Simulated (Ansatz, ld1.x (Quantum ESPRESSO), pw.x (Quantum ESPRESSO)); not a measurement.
## From atom to crystal: ultrasoft potential for silicon

- Element: Si
- Generator: ld1.x (Quantum ESPRESSO) 7.5
- Type: ultrasoft
- Functional: PBE
- Relativity: scalar-relativistic
- Frozen core: [Ne]
- Valence charge: 4
- Reference configuration: 3s2 3p2
- Partial waves: 3s (bound): rcut 1.60, rcutus 1.80 bohr; 3s channel at 0.05 Ry: rcut 1.60, rcutus 1.80 bohr; 3p (bound): rcut 1.65, rcutus 2.10 bohr; 3p channel at 0.35 Ry: rcut 1.65, rcutus 2.10 bohr; 3d channel at 0.45 Ry: rc 1.90 bohr
- Local potential: the d channel
- Core correction: none
- Augmentation charge: PSQ, radius 1.55 bohr

Atomic tests: cutoffs needed: 10 Ry and 15 Ry (the cutoffs (Ry, on a coarse ladder) from which the occupation-weighted sum of valence levels, in a spherical-Bessel basis at the reference potential, stays within 10 and 1 mRy of its value at 400 Ry); ghost test: no extra level below or beside the all-electron valence levels (s, p, d, f tested) (spherical-Bessel basis up to 400 Ry, 20 bohr box); largest excitation error: +29 meV (all-electron minus pseudo) for 3s1 3p0, out of 7 test configurations.

Crystal test: bcc Si in pw.x 7.5, no spin, 15³ k-points, Fermi–Dirac smearing 0.01 Ry, cutoffs 40/320 Ry. The reference is all-electron LAPW (Ansatz 0.2.0) with the same functional, mesh and smearing; V0 and B0 come from Birch–Murnaghan fits to the pressures at five volumes. Errors are pseudo minus all-electron; Δ is the rms difference of the E(V) curves that follow from these fits, minima aligned, over ±6 % about the mean V0. Mesh and smearing are coarse, so the numbers serve the comparison and aren't converged zero-temperature values; the lattice is a test structure that the element need not adopt.

All-electron: a0 = 3.083 Å (V0 = 14.65 Å³/atom), B0 = 93.0 GPa.

How far does the potential miss the all-electron equation of state?

mean pressure error (GPa): +0.67; a0 (Å): 3.090; a0 error (%): +0.23; B0 error (%): -0.4; Δ (meV/atom): 2.1.

```json
{"V (Å³/atom)": "13.863", "P all-electron (GPa)": "5.77", "P pseudo (GPa)": "6.58"}
{"V (Å³/atom)": "14.228", "P all-electron (GPa)": "2.88", "P pseudo (GPa)": "3.61"}
{"V (Å³/atom)": "14.593", "P all-electron (GPa)": "0.35", "P pseudo (GPa)": "1.01"}
{"V (Å³/atom)": "14.958", "P all-electron (GPa)": "-1.86", "P pseudo (GPa)": "-1.26"}
{"V (Å³/atom)": "15.323", "P all-electron (GPa)": "-3.80", "P pseudo (GPa)": "-3.25"}
```

At the middle volume, how do free energy and pressure move when the wave cutoff is lowered (ecutrho held at 320 Ry)?

```csv
cutoff (Ry),shift of F (meV/atom),shift of P (GPa)
18,+34.7,+0.13
24,+11.5,-0.09
32,+2.0,-0.05
```

The run at the middle volume (120 k-points, 6 iterations) took about 6.5 s on one core of a shared host (Neoverse-V1, 32 threads, 247 GiB, load 17).
